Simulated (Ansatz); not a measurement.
## Forms of Ga₄O: one energy to predict

All numbers below come from DFT PBE, scalar-relativistic, plane waves, PAW in Ansatz 0.2.0. Settings: cutoff 420 eV, Γ-centred meshes spaced at most about 0.3 Å⁻¹, and about 0.25 Å⁻¹ or finer for metals (2π included), Gaussian smearing. No spin polarisation.

All energies are static (0 K, no zero-point motion). Rows are sorted by volume; energies count from the lowest form computed. Coordination counts Ga atoms around O (those within 1.25 times the shortest such distance or 1.15 times the sum of covalent radii, 1.27 where that leaves under three; a plus sign parts nearer from farther groups; the shortest distance is added where it exceeds 1.18 times the sum of covalent radii).

```csv
row,form,source,atoms,coordination,V (Å³/atom),gap on mesh (eV),ΔE (meV/atom)
1,Pm-3m,invented,5,O 6 from 2.2 Å,17.8,0,94
2,Im-3m,invented,5,O 8 from 2.4 Å,18.0,0,102
3,P-6m2,invented,5,O 6 from 2.3 Å,18.1,0,0
4,Fd-3m,invented,10,O 4,18.2,0,140
5,P6/mmm,invented,5,O 12 from 2.9 Å,18.7,0,407
6,Pm-3m,invented,5,O 12+8 from 3.4 Å,22.9,0,?
```

The cell of row 6:

```cif
data_structure
_symmetry_space_group_name_H-M 'Pm-3m'
_symmetry_Int_Tables_number 221
_cell_length_a 4.8530
_cell_length_b 4.8530
_cell_length_c 4.8530
_cell_angle_alpha 90.000
_cell_angle_beta 90.000
_cell_angle_gamma 90.000
_cell_volume 114.30
loop_
_atom_site_label
_atom_site_type_symbol
_atom_site_symmetry_multiplicity
_atom_site_Wyckoff_symbol
_atom_site_fract_x
_atom_site_fract_y
_atom_site_fract_z
_atom_site_occupancy
Ga1 Ga 1 b 0.50000 0.50000 0.50000 1
Ga2 Ga 3 c 0.00000 0.50000 0.50000 1
O1 O 1 a 0.00000 0.00000 0.00000 1
```

Q: Estimate the missing energy, and say where the row ranks.

A: 0.76 eV/atom, which puts it above row 5, the highest in the table. Counting Ga atoms around O, row 6 has O 12+8 from 3.4 Å and the lowest form (row 3) has O 6 from 2.3 Å.

An observed structure of this formula, if there is one, may be missing.

Cells relaxed within their symmetry can be saddle points. Some structure types and database cells were kept out of the candidates from the start, so a known form may be missing.

The energies separate the forms mainly by whether oxygen can get close to gallium. Oxygen's deep 2p shell gains most from short, polar Ga–O contacts. In row 6 it instead sits in an oversized cage, its nearest gallium atoms 3.4 Å away, so its many neighbours count for little. The cage is held together by short Ga–Ga contacts, which cannot make up for the lost Ga–O bonding. Row 5, at 2.9 Å, suffers from the same problem less severely.

Among the four lower forms the rule fails: row 1 has shorter contacts than row 3 and the same count of six, yet lies 94 meV/atom higher, and fourfold row 4 is higher still. With volumes so similar, the arrangement of the gallium framework probably decides the order there. The zero gaps fit a gallium-rich composition, in which oxygen can take up only part of the valence electrons and the rest remain in Ga–Ga states. The ranking does not show that even row 3 would resist separation into gallium metal and Ga₂O₃.
